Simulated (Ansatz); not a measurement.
Input deck for Ansatz 0.2.0, then the block of the output on the nuclei.

The cell is a structure deposited in the COD, relaxed with PBE at fixed cell and then changed (volume scaled by 1.04, ions relaxed).

```yaml
crystal:
  lattice:
    - [-3.3294950908, 3.3294950908, 3.0208360784]
    - [3.3294950908, -3.3294950908, 3.0208360784]
    - [3.3294950908, 3.3294950908, -3.0208360784]
  atoms:
    - { symbol: Hf, position: [0.75, 0.25, 0.5] }
    - { symbol: Hf, position: [0.0, 0.0, 0.0] }
    - { symbol: Si, position: [0.25, 0.75, 0.5] }
    - { symbol: Si, position: [0.5, 0.5, 0.0] }
    - { symbol: O, position: [0.1340001292, 0.3192780734, 0.8147220558] }
    - { symbol: O, position: [0.0692780734, 0.7545560176, 0.6852779442] }
    - { symbol: O, position: [0.5045560176, 0.3192780734, 0.1852779442] }
    - { symbol: O, position: [0.0692780734, 0.3840001292, 0.3147220558] }
    - { symbol: O, position: [0.6159998708, 0.9307219266, 0.6852779442] }
    - { symbol: O, position: [0.6807219266, 0.8659998708, 0.1852779442] }
    - { symbol: O, position: [0.2454439824, 0.9307219266, 0.3147220558] }
    - { symbol: O, position: [0.6807219266, 0.4954439824, 0.8147220558] }
kpoints:
  mp_grid: { grid: [7, 7, 7] }
scf:
  occupations: { method: fermi_dirac, width: 0.02 }
hamiltonian:
  xc: pbe
  pseudopotentials: { kind: paw }
output:
  forces: true
  stress: true
  populations: true
  efg:
    quadrupole_moments_barn: { Hf: 3.365, O: -0.02558 }
    contact_densities: true
relax:
  f_tol: 0.02
  max_steps: 60
```

```sh
ansatz run input.yaml --threads 4 --pin off --max-ram 8192MiB --backend cpu --events-out ev --progress --plain --runs-dir out
```

The run relaxes the ions first, and the block belongs to the relaxed positions.

Of the output, the block on the nuclei alone is shown; the set-up, the SCF iterations, energies, forces and stress are cut. One atom of each set with nearly equal values is shown.

```
--- PAW observables at the nuclei: V_zz in 10²¹ V/m², potentials from the cell's mean, atoms counted from 1 ---
  atom   1  Hf V_zz =   +10.732491   η = 0.0000   by run symmetry: allowed   C_q = +873.2528 MHz
            electrostatic potential = -14174.777383 V   contact ρ = 7528550.974155 e/Å³
  atom   3  Si V_zz =    -2.087609   η = 0.0000   by run symmetry: allowed
            electrostatic potential = -1361.712982 V   contact ρ = 12802.822233 e/Å³
  atom   5  O  V_zz =    +5.172575   η = 0.8536   by run symmetry: allowed   C_q = -3.1993 MHz
            electrostatic potential = -625.871709 V   contact ρ = 2155.302487 e/Å³
```

The relaxation (4 steps) took 15 s of wall time (50 s of CPU time) and 0.78 GiB at its peak, on 4 threads of Intel Xeon Platinum 8488C (Sapphire Rapids) (x86_64; 16 cores open to the job, memory cap 8.0 GiB, no GPU), a shared host with a load of 0.5 a core.

Without spin–orbit coupling the gradients at and beside Hf can be off by some per cent, at some sites by more.
